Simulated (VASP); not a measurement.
# Pt (Fm-3m) in VASP: settings compared

Aim: see how the results for Pt move with the level of theory and the settings. Levels: r2SCAN, PBE. Tasks: band structure, density of states.

Program: VASP 6.6.1. These are calculated values, not measurements. Logs are shortened: lines on timing, memory, paths and dates and some standing lists are left out, and cuts for length are marked.

### Step 1. The crystal as given

It takes space group Fm-3m (No. 225, cubic). The conventional cell has a = 3.916 Å, b = 3.916 Å, c = 3.916 Å, α = 90.00°, β = 90.00°, γ = 90.00°. Pt (site symmetry m-3m) has 12 Pt at 2.77 Å as nearest neighbours.

### Step 2. Band structure, r2SCAN

File INCAR:

```
PREC     = Accurate       # precision mode
ENCUT    = 520            # plane-wave cutoff, eV
EDIFF    = 1E-6           # SCF threshold, eV
ISMEAR   = 1              # smearing method
SIGMA    = 0.1            # smearing width, eV
LREAL    = F              # projectors in reciprocal space
LASPH    = T              # aspherical terms in the spheres
NELM     = 80             # most SCF steps
ALGO     = Normal         # electronic algorithm
ISIF     = 2              # what is computed and relaxed
LWAVE    = F              # write WAVECAR
LCHARG   = F              # write CHGCAR
LMAXMIX  = 4              # l up to which the mixer works
METAGGA  = R2SCAN         # meta-GGA
LMIXTAU  = T            
NBANDS   = 11             # bands
KPAR     = 4
```

File KPOINTS:

```
regular mesh
0
Gamma
  16 16 16
```

File POSCAR:

```
Pt                                      
1.0
    0.0000000000      1.9579378803      1.9579378803
    1.9579378803      0.0000000000      1.9579378803
    1.9579378803      1.9579378803      0.0000000000
  Pt            
     1
Direct
     0.0000000000000000    0.0000000000000000    0.0000000000000000
```

File KPOINTS_OPT:

```
explicit points
252
Reciprocal
 0.0000000000  0.0000000000  0.0000000000 1
 0.0357142857  0.0000000000  0.0357142857 1
 0.0714285714  0.0000000000  0.0714285714 1
 0.1071428571  0.0000000000  0.1071428571 1
 0.1428571429  0.0000000000  0.1428571429 1
 0.1785714286  0.0000000000  0.1785714286 1
[... 244 lines left out ...]
 0.4922762400  0.0077237600  0.5000000000 1
 0.5077237600 -0.0077237600  0.5000000000 1
```

Potentials or basis: VASP PAW PBE potentials, release 64 (Pt).

The run is started by

```bash
$ cat potpaw_PBE.64/Pt/POTCAR > POTCAR
$ mpirun -np 4 vasp_std > vasp.out
```

OUTCAR:

```text
PREC = Accurate
   ENCUT = 520
   EDIFF = 1E-6
   ISMEAR = 1
   LREAL = F
   LASPH = T
   NELM = 80
   ISIF = 2
   METAGGA = R2SCAN

 ion  position               nearest neighbor table
   1  0.000  0.000  0.000-

  LATTYP: Found a face centered cubic cell.
 ALAT       =     3.9158757606

  Lattice vectors:

 A1 = (   0.0000000000,   1.9579378803,   1.9579378803)
 A2 = (   1.9579378803,   0.0000000000,   1.9579378803)
 A3 = (   1.9579378803,   1.9579378803,   0.0000000000)

Analysis of symmetry for initial positions (statically):
=====================================================================
 Subroutine PRICEL returns:
 Original cell was already a primitive cell.

 Routine SETGRP: Setting up the symmetry group for a
 face centered cubic supercell.

 Subroutine GETGRP returns: Found 48 space group operations
 (whereof 48 operations were pure point group operations)
 out of a pool of 48 trial point group operations.

The static configuration has the point symmetry O_h .

Analysis of symmetry for dynamics (positions and initial velocities):
=====================================================================
 Subroutine PRICEL returns:
 Original cell was already a primitive cell.

 Routine SETGRP: Setting up the symmetry group for a
 face centered cubic supercell.

 Subroutine GETGRP returns: Found 48 space group operations
 (whereof 48 operations were pure point group operations)
 out of a pool of 48 trial point group operations.

The dynamic configuration has the point symmetry O_h .

 Subroutine INISYM returns: Found 48 space group operations
 (whereof 48 operations are pure point group operations),
 and found     1 'primitive' translations

----------------------------------------------------------------------------------------

                                     Primitive cell

  volume of cell :      15.0116

  direct lattice vectors                    reciprocal lattice vectors
     0.000000000  1.957937880  1.957937880    -0.255370717  0.255370717  0.255370717
     1.957937880  0.000000000  1.957937880     0.255370717 -0.255370717  0.255370717
     1.957937880  1.957937880  0.000000000     0.255370717  0.255370717 -0.255370717

  length of vectors
     2.768942305  2.768942305  2.768942305     0.442315056  0.442315056  0.442315056

  position of ions in fractional coordinates (direct lattice)
     0.000000000  0.000000000  0.000000000

  ion indices of the primitive-cell ions
   primitive index   ion index
[... 75 lines left out ...]
   EDIFFG = 0.1E-04   stopping-criterion for IOM
   NSW    =      0    number of steps for IOM
   IBRION =     -1    ionic relax: 0-MD 1-quasi-New 2-CG
   NFREE  =      0    steps in history (QN), initial steepest desc. (CG)
   ISIF   =      2    stress and relaxation
   ISYM   =      2    0-nonsym 1-usesym 2-fastsym
   POTIM  = 0.5000    time-step for ionic-motion
   TEBEG  =    0.0;   TEEND  =   0.0 temperature during run
   PSTRESS=    0.0 pullay stress
   NELECT =      10.0000    total number of electrons
   NUPDOWN=      -1.0000    fix difference up-down
   EMIN   =  10.00;   EMAX   =-10.00  energy-range for DOS
   EFERMI =   0.00;   METHOD = LEGACY
   ISMEAR =     1;   SIGMA  =   0.10  broadening in eV -4-tet -1-fermi 0-gaus
   EFERMI_NEDOS =   21; number of points for ismear=-14 and -15
   IALGO  =     38    algorithm
   IMIX   =      4    mixing-type and parameters
     AMIX     =   0.40;   BMIX     =  1.00
     AMIX_MAG =   1.60;   BMIX_MAG =  1.00
  volume/ion in A,a.u.               =      15.01       101.30
  Fermi-wavevector in a.u.,A,eV,Ry     =   1.429769  2.701872 27.813572  2.044240
  Thomas-Fermi vector in A             =   2.549687
   LORBIT       =      0    0 simple, 1 ext, 2 COOP (PROOUT), +10 PAW based schemes
   METAGGA = R2SCAN    functional components
   LHFCALC =     F    Hartree Fock is set to
   AEXX    =    0.0000 exact exchange contribution
   IVDW    =     0    specifies the selected vdW correction
   LEPSILON=     F    determine dielectric tensor
   LRPA    =     F    only Hartree local field effects (RPA)
 non-spin polarized calculation
 Methfessel and Paxton  Order N= 1 SIGMA  =   0.10
  energy-cutoff  :      520.00
  volume of cell :       15.01
 maximum number of plane-waves:       415
 NGX is ok and might be reduce to    24
   NGX = 11   NGY = 11   NGZ = 11

 number of electron      10.0000000 magnetization

 number of electron       9.9999999 magnetization

 Free energy of the ion-electron system (eV)
  ---------------------------------------------------
  ext. energy  EPLUGINS =         0.00000000
  ---------------------------------------------------
  free energy    TOTEN  =       -51.49193381 eV

  energy without entropy =      -51.49106146  energy(sigma->0) =      -51.49164303

 E-fermi :  11.0695     XC(G=0): -14.6697

 val. band max:       11.0553662754   @ k =  -0.2500   0.1250   0.0000
 cond. band min:      11.0766654078   @ k =  -0.3750   0.3750   0.0625
 fundamental gap:      0.0212991324
 Fermi energy:        11.0695154381

 k-point     1 :       0.0000    0.0000    0.0000
  band No.  band energies     occupation
      1       0.5534      2.00000
      2       7.1515      2.00000
      3       7.1515      2.00000
      4       7.1515      2.00000
      5       9.3334      2.00000
      6       9.3334      2.00000
      7      26.5735      0.00000
      8      31.7736      0.00000
      9      31.7736      0.00000
     10      31.7736      0.00000
     11      37.6693      0.00000
[... 309 lines left out ...]
 k-point    24 :      -0.0625    0.0625    0.0000
  band No.  band energies     occupation
      1       0.9871      2.00000
      2       6.9424      2.00000
      3       7.3083      2.00000
      4       7.3547      2.00000
      5       9.1345      2.00000
      6       9.3631      2.00000
      7      27.2265      0.00000
      8      30.1621      0.00000
      9      31.8357      0.00000
     10      32.7077      0.00000
     11      39.2676      0.00000

 [... further k-points ...]
[... 5 lines left out ...]
  --------------------------------------------------------------------------------------
  -------------------------------------------------------------------------------------
  Total        0.5570420      0.5570420      0.5570420     -0.0000000      0.0000000     -0.0000000
  in kB       59.4527298     59.4527298     59.4527298     -0.0000000      0.0000000     -0.0000000
  external PRESSURE =      59.4527298 kB  Pullay stress =       0.0000000 kB

 VOLUME and BASIS-vectors are now :
 -----------------------------------------------------------------------------
  energy-cutoff  :      520.00
  volume of cell :       15.01
      direct lattice vectors                 reciprocal lattice vectors
     0.000000000  1.957937880  1.957937880    -0.255370717  0.255370717  0.255370717
     1.957937880  0.000000000  1.957937880     0.255370717 -0.255370717  0.255370717
     1.957937880  1.957937880  0.000000000     0.255370717  0.255370717 -0.255370717

 POSITION                                       TOTAL-FORCE (eV/Angst)
 -----------------------------------------------------------------------------------
      0.00000      0.00000      0.00000         0.000000      0.000000      0.000000
 -----------------------------------------------------------------------------------
    total drift:                                0.000000     -0.000000     -0.000000

  FREE ENERGIE OF THE ION-ELECTRON SYSTEM (eV)
  ---------------------------------------------------
  free  energy   TOTEN  =       -51.4919338073 eV

  energy  without entropy=      -51.4910614647  energy(sigma->0) =      -51.49164303
```

stdout:

```text
POSCAR found type information on POSCAR Pt
 POSCAR found :  1 types and       1 ions
 scaLAPACK will be used
 -----------------------------------------------------------------------------
|                                                                             |
|                                                                             |
|     You enforced a specific xc type in the INCAR file but a different       |
|     I HOPE YOU KNOW WHAT YOU ARE DOING!                                     |
|                                                                             |
 -----------------------------------------------------------------------------

 LDA part: xc-table for (None), standard interpolation
 POSCAR, INCAR and KPOINTS ok, starting setup
 FFT: planning ... GRIDC
 FFT: planning ... GRID_SOFT
 FFT: planning ... GRID
 WAVECAR not read
 entering main loop
 Start KPOINTS_OPT (optional k-point list driver)
k-point batch [1-145\252]
k-point batch [146-252\252]
```

It took 49 s on 4 MPI ranks of Intel Xeon Platinum 8488C (Sapphire Rapids), shared host; peak memory 0.15 GiB.

Results:

| Item | Value |
| --- | --- |
| Free energy | -51.4919 eV |
| Pressure | 5.9 GPa |
| Band gap along the path | none (metal or under the smearing width) |

Levels at the corners of the path, in eV from the Fermi level:
| point | band 1 | band 2 | band 3 | band 4 | band 5 | band 6 | band 7 | band 8 | band 9 | band 10 |
| --- | --- | --- | --- | --- | --- | --- | --- | --- | --- | --- |
| Γ | -10.52 | -3.92 | -3.92 | -3.92 | -1.74 | -1.74 | 15.50 | 20.70 | 20.70 | 20.70 |
| X | -7.32 | -6.89 | -0.03 | 0.56 | 0.56 | 1.97 | 9.43 | 12.08 | 12.08 | 21.39 |
| X | -7.32 | -6.89 | -0.03 | 0.56 | 0.56 | 1.97 | 9.43 | 12.08 | 12.08 | 21.39 |
| W | -5.85 | -4.71 | -4.71 | -2.10 | 0.56 | 7.61 | 8.76 | 8.76 | 12.77 | 25.80 |
| W | -5.85 | -4.71 | -4.71 | -2.10 | 0.56 | 7.61 | 8.76 | 8.76 | 12.77 | 25.80 |
| K | -6.50 | -5.66 | -2.93 | -1.40 | -0.14 | 6.17 | 7.12 | 10.72 | 15.49 | 21.14 |
| K | -6.50 | -5.66 | -2.93 | -1.40 | -0.14 | 6.17 | 7.12 | 10.72 | 15.49 | 21.14 |
| Γ | -10.52 | -3.92 | -3.92 | -3.92 | -1.74 | -1.74 | 15.50 | 20.70 | 20.70 | 20.70 |
| Γ | -10.52 | -3.92 | -3.92 | -3.92 | -1.74 | -1.74 | 15.50 | 20.70 | 20.70 | 20.70 |
| L | -7.60 | -4.02 | -4.02 | -0.29 | 0.05 | 0.05 | 6.23 | 15.15 | 20.03 | 20.03 |
| L | -7.60 | -4.02 | -4.02 | -0.29 | 0.05 | 0.05 | 6.23 | 15.15 | 20.03 | 20.03 |
| U | -6.50 | -5.66 | -2.93 | -1.40 | -0.14 | 6.17 | 7.12 | 10.72 | 15.49 | 21.14 |
| U | -6.50 | -5.66 | -2.93 | -1.40 | -0.14 | 6.17 | 7.12 | 10.72 | 15.49 | 21.14 |
| W | -5.85 | -4.71 | -4.71 | -2.10 | 0.56 | 7.61 | 8.76 | 8.76 | 12.77 | 25.80 |
| W | -5.85 | -4.71 | -4.71 | -2.10 | 0.56 | 7.61 | 8.76 | 8.76 | 12.77 | 25.80 |
| L | -7.60 | -4.02 | -4.02 | -0.29 | 0.05 | 0.05 | 6.23 | 15.15 | 20.03 | 20.03 |
| L | -7.60 | -4.02 | -4.02 | -0.29 | 0.05 | 0.05 | 6.23 | 15.15 | 20.03 | 20.03 |
| K | -6.50 | -5.66 | -2.93 | -1.40 | -0.14 | 6.17 | 7.12 | 10.72 | 15.49 | 21.14 |
| U | -6.50 | -5.66 | -2.93 | -1.40 | -0.14 | 6.17 | 7.12 | 10.72 | 15.49 | 21.14 |
| X | -7.32 | -6.89 | -0.03 | 0.56 | 0.56 | 1.97 | 9.43 | 12.08 | 12.08 | 21.39 |

Caveat: the PAW data sets were made with another functional, which shifts forces and pressure a little; spin-orbit coupling is left out, which moves the levels of the heavy elements.

### Step 3. Band structure, PBE, spin-orbit coupling, no magnetisation

INCAR, as its differences from that of step 2:

```diff
@@ -12,6 +12,10 @@
 LCHARG   = F              # write CHGCAR
+LNONCOLLINEAR= T              # non-collinear magnetism
+MAGMOM   = 0 0 0          # initial moments
+LORBIT   = 11             # projections on sites
+LSORBIT  = T              # spin-orbit coupling
+GGA_COMPAT= F            
 LMAXMIX  = 4              # l up to which the mixer works
-METAGGA  = R2SCAN         # meta-GGA
-LMIXTAU  = T            
-NBANDS   = 11             # bands
+GGA      = PE             # functional
+NBANDS   = 21             # bands
 KPAR     = 4
```

KPOINTS is that of step 2.

POSCAR is that of step 2.

KPOINTS_OPT is that of step 2.

Potentials or basis: VASP PAW PBE potentials, release 64 (Pt).

The run is started by

```bash
$ cat potpaw_PBE.64/Pt/POTCAR > POTCAR
$ mpirun -np 4 vasp_ncl > vasp.out
```

It took 93 s on 4 MPI ranks of Intel Xeon Platinum 8488C (Sapphire Rapids), shared host; peak memory 0.26 GiB.

The run converged. Its results:

- Free energy: -6.4647 eV
- Pressure: 11.8 GPa
- Valence electrons inside the program's atomic spheres: Pt 9.31

(Part 1 of 2 ends here.)
